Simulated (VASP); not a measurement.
# GaP (F-43m) in VASP: further runs

One crystal, GaP, is run at these levels: LDA; tasks: single point.

Everything below comes from runs of VASP 6.6.1. Logs are shortened: lines on timing, memory, paths and dates and some standing lists are left out, and cuts for length are marked.

## Step 1: The undisturbed crystal

Symmetry: F-43m, No. 216, cubic system. The conventional cell has a = 5.451 Å, b = 5.451 Å, c = 5.451 Å, α = 90.00°, β = 90.00°, γ = 90.00°. Around Ga (site symmetry -43m) lie 4 P at 2.36 Å. P (site symmetry -43m) is surrounded by 4 Ga at 2.36 Å.

## Step 2: Single point, LDA (grid = ENCUT=400 dk=0.45 cell=3x3x2 ISMEAR=0 SIGMA=0.05 LREAL=False EDIFF=1e-06)

INCAR

```
ALGO = Fast
EDIFF = 1E-6
ENCUT = 400
GGA = CA
ISIF = 2
ISMEAR = 0
KPAR = 2
LASPH = True
LCHARG = False
LREAL = False
LWAVE = False
NBANDS = 174
NCORE = 1
NELM = 120
PREC = Accurate
SIGMA = 0.05
```

KPOINTS

```
k-points
0
Gamma
  2 2 3
```

POSCAR

```
GaP
1.0
    0.0000000000      8.1757500000      8.1757500000
    8.1757500000      0.0000000000      8.1757500000
    5.4505000000      5.4505000000      0.0000000000
P Ga
18 18
Direct
    0.0000000000      0.0000000000      0.0000000000
    0.2500000000      0.2500000000      0.3750000000
    0.2500000000      0.2500000000      0.8750000000
    0.2500000000      0.5833333333      0.3750000000
    0.2500000000      0.5833333333      0.8750000000
    0.2500000000      0.9166666667      0.3750000000
    0.2500000000      0.9166666667      0.8750000000
    0.5833333333      0.2500000000      0.3750000000
    0.5833333333      0.2500000000      0.8750000000
    0.5833333333      0.5833333333      0.3750000000
    0.5833333333      0.5833333333      0.8750000000
    0.5833333333      0.9166666667      0.3750000000
    0.5833333333      0.9166666667      0.8750000000
    0.9166666667      0.2500000000      0.3750000000
    0.9166666667      0.2500000000      0.8750000000
    0.9166666667      0.5833333333      0.3750000000
    0.9166666667      0.5833333333      0.8750000000
    0.9166666667      0.9166666667      0.8750000000
    0.0000000000      0.0000000000      0.5000000000
    0.0000000000      0.3333333333      0.0000000000
    0.0000000000      0.3333333333      0.5000000000
    0.0000000000      0.6666666667      0.0000000000
    0.0000000000      0.6666666667      0.5000000000
    0.3333333333      0.0000000000      0.0000000000
    0.3333333333      0.0000000000      0.5000000000
    0.3333333333      0.3333333333      0.0000000000
    0.3333333333      0.3333333333      0.5000000000
    0.3333333333      0.6666666667      0.0000000000
    0.3333333333      0.6666666667      0.5000000000
    0.6666666667      0.0000000000      0.0000000000
    0.6666666667      0.0000000000      0.5000000000
    0.6666666667      0.3333333333      0.0000000000
    0.6666666667      0.3333333333      0.5000000000
    0.6666666667      0.6666666667      0.0000000000
    0.6666666667      0.6666666667      0.5000000000
    0.9166666667      0.9166666667      0.3750000000
```

Potentials or basis: VASP PAW LDA potentials, release 64 (P, Ga_d).

Launch:

```bash
$ cat potpaw_LDA.64/P/POTCAR potpaw_LDA.64/Ga_d/POTCAR > POTCAR
$ mpirun -np 4 vasp_std > vasp.out
```

OUTCAR:

```text
EDIFF = 1E-6
   ENCUT = 400
   GGA = CA
   ISIF = 2
   ISMEAR = 0
   LASPH = True
   LREAL = False
   NELM = 120
   PREC = Accurate

 Found      6 irreducible k-points:

 Following reciprocal coordinates:
            Coordinates               Weight
  0.000000  0.000000  0.000000      1.000000
  0.500000  0.000000  0.000000      2.000000
  0.500000  0.500000  0.000000      1.000000
  0.000000  0.000000  0.333333      2.000000
  0.500000  0.000000  0.333333      4.000000
  0.500000  0.500000  0.333333      2.000000
   k-points           NKPTS =      6   k-points in BZ     NKDIM =      6   number of bands    NBANDS=    174
   number of dos      NEDOS =    301   number of ions     NIONS =     36
   total plane-waves  NPLWV = 320000
   dimension x,y,z NGX =    80 NGY =   80 NGZ =   50
   dimension x,y,z NGXF=   160 NGYF=  160 NGZF=  100
   ions per type =              18  18
   NGX,Y,Z   is equivalent  to a cutoff of  11.50, 11.50, 10.78 a.u.
   NGXF,Y,Z  is equivalent  to a cutoff of  23.01, 23.01, 21.57 a.u.
 SYSTEM =  unknown system
   PREC   = accura    normal or accurate (medium, high low for compatibility)
   ISTART =      0    job   : 0-new  1-cont  2-samecut
   ICHARG =      2    charge: 1-file 2-atom 10-const
   ISPIN  =      1    spin polarized calculation?
   LNONCOLLINEAR =      F non collinear calculations
   LSORBIT =      F    spin-orbit coupling
   LASPH  =      T    aspherical Exc in radial PAW
   ENCUT  =  400.0 eV  29.40 Ry    5.42 a.u.  18.86 18.86 12.57*2*pi/ulx,y,z
   NELM   =    120;   NELMIN=  2; NELMDL= -5     # of ELM steps
   EDIFF  = 0.1E-05   stopping-criterion for ELM
   LREAL  =      F    real-space projection
   EDIFFG = 0.1E-04   stopping-criterion for IOM
   NSW    =      0    number of steps for IOM
   IBRION =     -1    ionic relax: 0-MD 1-quasi-New 2-CG
   NFREE  =      0    steps in history (QN), initial steepest desc. (CG)
   ISIF   =      2    stress and relaxation
   ISYM   =      2    0-nonsym 1-usesym 2-fastsym
   POTIM  = 0.5000    time-step for ionic-motion
   TEBEG  =    0.0;   TEEND  =   0.0 temperature during run
   PSTRESS=    0.0 pullay stress
   NELECT =     324.0000    total number of electrons
   NUPDOWN=      -1.0000    fix difference up-down
   EMIN   =  10.00;   EMAX   =-10.00  energy-range for DOS
   EFERMI =   0.00;   METHOD = LEGACY
   ISMEAR =     0;   SIGMA  =   0.05  broadening in eV -4-tet -1-fermi 0-gaus
   EFERMI_NEDOS =   21; number of points for ismear=-14 and -15
   IALGO  =     68    algorithm
   IMIX   =      4    mixing-type and parameters
     AMIX     =   0.40;   BMIX     =  1.00
     AMIX_MAG =   1.60;   BMIX_MAG =  1.00
  volume/ion in A,a.u.               =      20.24       136.59
  Fermi-wavevector in a.u.,A,eV,Ry     =   1.249538  2.361284 21.243377  1.561344
  Thomas-Fermi vector in A             =   2.383574
   LORBIT       =      0    0 simple, 1 ext, 2 COOP (PROOUT), +10 PAW based schemes
   GGA     = CA    functional components
   LHFCALC =     F    Hartree Fock is set to
   AEXX    =    0.0000 exact exchange contribution
   IVDW    =     0    specifies the selected vdW correction
   LEPSILON=     F    determine dielectric tensor
   LRPA    =     F    only Hartree local field effects (RPA)
 non-spin polarized calculation
 RMM-DIIS sequential band-by-band and
 Gauss-broadening in eV      SIGMA  =   0.05
  energy-cutoff  :      400.00
  volume of cell :      728.65
 maximum number of plane-waves:     13269
 NGX is ok and might be reduce to    80
   NGX = 37   NGY = 37   NGZ = 25

 number of electron     324.0000067 magnetization

 Free energy of the ion-electron system (eV)
  ---------------------------------------------------
  ext. energy  EPLUGINS =         0.00000000
  ---------------------------------------------------
  free energy    TOTEN  =      -184.73112047 eV

  energy without entropy =     -184.72569666  energy(sigma->0) =     -184.72840856

 E-fermi :   5.0868     XC(G=0): -10.1681

 val. band max:        4.9495367833   @ k =   0.5000   0.0000   0.0000
 cond. band min:       5.0893674907   @ k =   0.0000   0.0000   0.3333
 fundamental gap:      0.1398307075
 Fermi energy:         5.0867691780

 k-point     1 :       0.0000    0.0000    0.0000
  band No.  band energies     occupation
      1     -10.4085      2.00000
      2     -10.3903      2.00000
      3     -10.3887      2.00000
      4     -10.3785      2.00000
      5     -10.3766      2.00000
      6     -10.3715      2.00000
[... 166 lines left out ...]
    173       6.6374      0.00000
    174       6.7491      0.00000

 k-point     2 :       0.5000    0.0000    0.0000
  band No.  band energies     occupation
      1     -10.4033      2.00000
      2     -10.3986      2.00000
      3     -10.3878      2.00000
      4     -10.3824      2.00000
      5     -10.3768      2.00000
      6     -10.3696      2.00000
[... 166 lines left out ...]
    173       7.1952      0.00000
    174       7.2506      0.00000

 k-point     3 :       0.5000    0.5000    0.0000
  band No.  band energies     occupation
      1     -10.4067      2.00000
      2     -10.3935      2.00000
      3     -10.3907      2.00000
      4     -10.3817      2.00000
      5     -10.3781      2.00000
      6     -10.3661      2.00000
[... 166 lines left out ...]
    173       7.1350      0.00000
    174       7.1748      0.00000

 k-point     4 :       0.0000    0.0000    0.3333
  band No.  band energies     occupation
      1     -10.4067      2.00000
      2     -10.3899      2.00000
      3     -10.3876      2.00000
      4     -10.3764      2.00000
      5     -10.3764      2.00000
      6     -10.3701      2.00000
[... 166 lines left out ...]
    173       7.0768      0.00000
    174       7.2840      0.00000

 k-point     5 :       0.5000    0.0000    0.3333
  band No.  band energies     occupation
      1     -10.4011      2.00000
      2     -10.3978      2.00000
      3     -10.3858      2.00000
      4     -10.3812      2.00000
      5     -10.3754      2.00000
      6     -10.3694      2.00000
[... 166 lines left out ...]
    173       7.7912      0.00000
    174       7.9845      0.00000

 k-point     6 :       0.5000    0.5000    0.3333
  band No.  band energies     occupation
      1     -10.4052      2.00000
      2     -10.3910      2.00000
      3     -10.3885      2.00000
      4     -10.3804      2.00000
      5     -10.3763      2.00000
      6     -10.3662      2.00000
[... 166 lines left out ...]
    173       7.6894      0.00000
    174       7.8937      0.00000

------------------------ aborting loop because EDIFF is reached ----------------------------------------

  FORCE on cell =-STRESS in cart. coord.  units (eV):
  Direction    XX          YY          ZZ          XY          YZ          ZX
  --------------------------------------------------------------------------------------
  -------------------------------------------------------------------------------------
  Total      -11.3302630    -11.3302630    -11.5804199     -0.3575164      0.3550879      0.3550880
  in kB      -24.9131721    -24.9131721    -25.4632213     -0.7861130      0.7807733      0.7807735
  external PRESSURE =     -25.0965218 kB  Pullay stress =       0.0000000 kB

 VOLUME and BASIS-vectors are now :
 -----------------------------------------------------------------------------
  energy-cutoff  :      400.00
  volume of cell :      728.65
      direct lattice vectors                 reciprocal lattice vectors
     0.000000000  8.175750000  8.175750000    -0.061156469  0.061156469  0.061156469
     8.175750000  0.000000000  8.175750000     0.061156469 -0.061156469  0.061156469
     5.450500000  5.450500000  0.000000000     0.091734703  0.091734703 -0.091734703

 POSITION                                       TOTAL-FORCE (eV/Angst)
 -----------------------------------------------------------------------------------
      0.00000      0.00000      0.00000        -0.012900     -0.012900      0.057915
      4.08788      4.08788      4.08788         0.054464      0.054464     -0.057910
      6.81313      6.81313      4.08788        -0.065107     -0.065107     -0.012186
      6.81312      4.08788      6.81312        -0.110281      0.135927     -0.148502
      9.53837      6.81313      6.81312         0.014088     -0.045810      0.053686
      9.53838      4.08788      9.53838         0.174313      0.137474      0.067940
[... 28 lines left out ...]
      8.17575      8.17575     10.90100        -0.060037     -0.060037      0.097699
      9.53838      9.53838     14.98888        -0.140020     -0.140020      0.041793
 -----------------------------------------------------------------------------------
    total drift:                               -0.000475     -0.000475      0.001456

  FREE ENERGIE OF THE ION-ELECTRON SYSTEM (eV)
  ---------------------------------------------------
  free  energy   TOTEN  =      -184.7311204661 eV

  energy  without entropy=     -184.7256966566  energy(sigma->0) =     -184.72840856
```

Run time: 7.5 min. Hardware: 4 MPI ranks of Intel Xeon Platinum 8559C (Emerald Rapids), shared host; peak memory 0.48 GiB.

The run converged, but some of its settings lie outside the range that counts as converged, so its numbers aren't taken as properties of the crystal.

Results:

- Free energy: -184.7311 eV
- Pressure: -2.5 GPa
- Largest force: 0.852 eV/Å
- Band gap on the k mesh: none (metal or under the smearing width)

## Step 3: Single point, LDA (grid = ENCUT=400 dk=0.45 cell=3x3x2 ISMEAR=0 SIGMA=0.02 LREAL=Auto EDIFF=1e-06)

INCAR: that of step 2 with these lines changed.

```diff
@@ -9,3 +9,3 @@
 LCHARG = False
-LREAL = False
+LREAL = Auto
 LWAVE = False
@@ -15,2 +15,2 @@
 PREC = Accurate
-SIGMA = 0.05
+SIGMA = 0.02
```

KPOINTS is that of step 2.

POSCAR is that of step 2.

Potentials or basis: VASP PAW LDA potentials, release 64 (P, Ga_d).

Launch:

```bash
$ cat potpaw_LDA.64/P/POTCAR potpaw_LDA.64/Ga_d/POTCAR > POTCAR
$ mpirun -np 4 vasp_std > vasp.out
```

Run time: 6.9 min. Hardware: 4 MPI ranks of Intel Xeon Platinum 8559C (Emerald Rapids), shared host; peak memory 0.49 GiB.

The run converged, but some of its settings lie outside the range that counts as converged, so its numbers aren't taken as properties of the crystal.

Results:

```
Free energy            : -184.7496 eV
Pressure               : -2.5 GPa
Largest force          : 0.844 eV/Å
Band gap on the k mesh : none (metal or under the smearing width)
```
